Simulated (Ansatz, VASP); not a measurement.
**Two plane-wave programs on TePb (e600)**

```
CELL_PARAMETERS angstrom
0.00000 3.28470 3.28470
3.28470 0.00000 3.28470
3.28470 3.28470 0.00000
ATOMIC_POSITIONS crystal
Te 0.50000 0.50000 0.50000
Pb 0.00000 0.00000 0.00000
```

Alike in both runs: task single point; functional PBE; k mesh 8 × 8 × 8; occupations gaussian, width 0.02 eV; no spin polarisation.

|  | VASP | Ansatz |
| --- | --- | --- |
| version | VASP 6.6.1 | Ansatz 0.2.0 |
| potentials or method | VASP PAW PBE potentials, release 64 (Te, Pb_d) | scalar-relativistic, plane waves, PAW |
| plane-wave cutoff (eV) | 520 | 600 |
| valence electrons in the cell | 20 | 30 |

```csv
,VASP,Ansatz,Ansatz less VASP
gap on the k mesh at the Fermi level (eV),0.83,0.83,-0.004
least direct gap on the mesh (eV),0.83,0.83,-0.004
pressure (GPa),-0.1,0.0,+0.05
```

The functional is the same, so the differences come from potentials, cutoffs and numerics. The two sets of potentials don't hold the same shells in valence.

Caveats: spin-orbit coupling is left out, which as a rule narrows the gap of such compounds by several tenths of an eV. A k mesh can miss the band edges.
